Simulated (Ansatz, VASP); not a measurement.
# One calculation of H, two programs

```
H
1.0
     2.66719    0.00000    0.00000
     0.00000    2.66719    0.00000
     0.00000    0.00000    0.98699
H
1
Direct
  0.00000 0.00000 0.50000
```

Change from the starting cell: volume scaled by 1.02.

Alike in both runs: task single point; functional PBE; k mesh 10 × 10 × 26; occupations fermi-dirac, width 0.05 eV; no spin polarisation.

|  | VASP | Ansatz |
| --- | --- | --- |
| version | VASP 6.6.1 | Ansatz 0.2.0 |
| potentials or method | VASP PAW PBE potentials, release 64 (H) | Ansatz PAW |
| plane-wave cutoff (eV) | 520 | 420 |
| valence electrons in the cell | 1 | 1 |

```csv
,VASP,Ansatz,Ansatz less VASP
gap on the k mesh at the Fermi level (eV),none,none,-
pressure (GPa),0.8,1.1,+0.28
largest component of the traceless stress (GPa),2.73,2.73,-0.006
```

A gap of «none» marks a metal or a gap that the smearing closes.
